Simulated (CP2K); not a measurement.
Runs of CP2K 2026.2 on BaTiO3. The structure is tetragonal, space group P4mm (No. 99). The conventional cell has a = 4.000 Å, b = 4.000 Å, c = 4.018 Å, α = 90.00°, β = 90.00°, γ = 90.00°. Around Ba (site symmetry 4mm) lie 12 O at 2.79 to 2.88 Å. Ti (site symmetry 4mm) has 6 O at 1.89 to 2.13 Å as nearest neighbours. O (site symmetry 2mm) has 2 Ti at 2.00 Å as nearest neighbours. Around O (site symmetry 4mm) lie 2 Ti at 1.89 to 2.13 Å. 

```tsv
level	U	PLUS_U_METHOD	gap on the mesh (eV)
PBE	-	-	1.86
PBE+U	Ti d U = 2.0 eV	MULLIKEN	(a)
PBE+U	Ti d U = 4.0 eV	MULLIKEN	(b)
PBE+U	Ti d U = 8.0 eV	MULLIKEN	2.65
PBE+U	Ti d U = 6.0 eV	MULLIKEN	2.45
```

Alike in all rows: task projected density of states; potentials or basis GTH_POTENTIALS Ba GTH-PBE-q10, Ti GTH-PBE-q12, O GTH-PBE-q6; DZVP-MOLOPT-SR-GTH basis; no spin polarisation; cell as given; k mesh 5 × 5 × 5; smearing fermi-dirac 0.05 eV.

Question: Estimate the missing entries.

Answer: (a) 2.06; (b) 2.26.

Caveats: spin-orbit coupling is left out, which moves the levels of the heavy elements; an odd mesh through Γ misses points on the zone boundary, where band edges often lie; the basis of atomic orbitals isn't converged, which shifts pressures, moduli and gaps; this program's U acts on Mulliken populations of all basis functions of the shell, so it isn't the U of plane-wave codes (some runs); energies scatter by some meV and the pressure isn't listed (some runs).

A k mesh can miss the band edges, and the runs leave out spin-orbit coupling on Ba.
